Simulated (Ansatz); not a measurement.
The polar optical mode of ZnS, worked through

Level of theory: Ansatz 0.2.0, DFT PBE, scalar-relativistic, plane waves, PAW. Cutoff 420 eV, 10×10×10 k-points (Γ-centred), fixed occupations. No spin polarisation. Phonons by linear response, acoustic sum rule imposed.

The cell, relaxed at this level:
```
CELL_PARAMETERS angstrom
0.00000 2.72170 2.72170
2.72170 0.00000 2.72170
2.72170 2.72170 0.00000
ATOMIC_POSITIONS crystal
Zn 0.00000 0.00000 0.00000
S 0.75000 0.75000 0.75000
```

Linear response gives ν_TO = 260.1 cm⁻¹, Born charges ±2.023 e (positive on Zn) and ε∞ = 5.948. The primitive cell holds 40.323 Å³, and the masses are 65.380 and 32.060 amu.

Question: Find ν_LO and the static dielectric constant.

Answer: The long-wave field adds a restoring force: ω_LO² − ω_TO² = Z*²e²/(ε_vac ε∞ μV). In these units ν_LO² − ν_TO² = 4.92064×10⁷ Z*²/(μ V ε∞) cm⁻², with μ = m₁m₂/(m₁ + m₂) = 21.512 amu: 39053 cm⁻². So ν_LO = √(260.1² + 39053) = 326.6 cm⁻¹, and the run gives 326.6. Lyddane–Sachs–Teller then gives ε0 = ε∞ (ν_LO/ν_TO)² = 9.38, against 9.38 in the run (it forms both from the same three quantities, so the match checks the arithmetic only). Between ν_TO and ν_LO the dielectric function is negative and an undamped crystal reflects fully: a reststrahlen band from 30.6 to 38.5 μm.

Question: What do the Clausius–Mossotti polarisability and the Szigeti charge come to?

Answer: With the Lorentz local field, α = (3V/4π)(ε∞ − 1)/(ε∞ + 2) = 5.99 Å³ for the pair, and e_S = 3Z*/(ε∞ + 2) = 0.76 e. The Born charge includes the electrons' response to the dipole's own local field, and e_S takes that enhancement out. The Lorentz field assumes point-like polarisable ions, a poor picture once ε∞ is this large, since the electron clouds then overlap or are shared, so both numbers are formal here.

Question: How strongly does a slow electron couple to the LO mode?

Answer: For one isotropic parabolic band, Fröhlich's constant is α_F = (1/ε∞ − 1/ε0) √(m* Ry/ħω_LO), with Ry = 13.606 eV, ħω_LO = 40.5 meV and m* in free-electron masses: α_F = 0.0615 × 18.33 × √m* = 1.13 √m*. The band mass isn't part of this run; for m* = 0.1, 0.3 and 1 it gives 0.36, 0.62, 1.13. In weak coupling the polaron lies α_F ħω_LO below the band edge (25 meV at m* = 0.3) with a mass m*(1 + α_F/6); past α_F of about 5 or 6 that expansion fails. A semilocal functional's ε∞ tends to be too large, which taken alone lowers α_F.

Cost: 1 run of about 0.54 core-minutes, on AMD EPYC 9R45 (Zen 5) (shared hosts).

The Born charge of ±2.023 e lies close to the nominal ionic value, but this doesn't make ZnS a fully ionic crystal. It is a dynamical charge: as the sublattices move, the Zn–S bonds change their polarity and electrons shift along them, adding to the dipole carried by the static charges. That dipole sets up the field that lifts the LO mode above the TO mode, while the easily polarised valence electrons, largely S 3p, screen it and limit the splitting. They also supply more than half of the static dielectric constant, with the lattice adding the rest.

Both mode frequencies fall below the measured ones, probably because PBE makes the bonds somewhat too long and soft; too strong an electronic screening would lower the LO mode further.

The conduction-band edge is s-like and light, so the Fröhlich estimates suggest a large, weakly bound electron polaron rather than a self-trapped one. They don't carry over to holes, whose heavier, degenerate p-like bands break the single-band assumption.
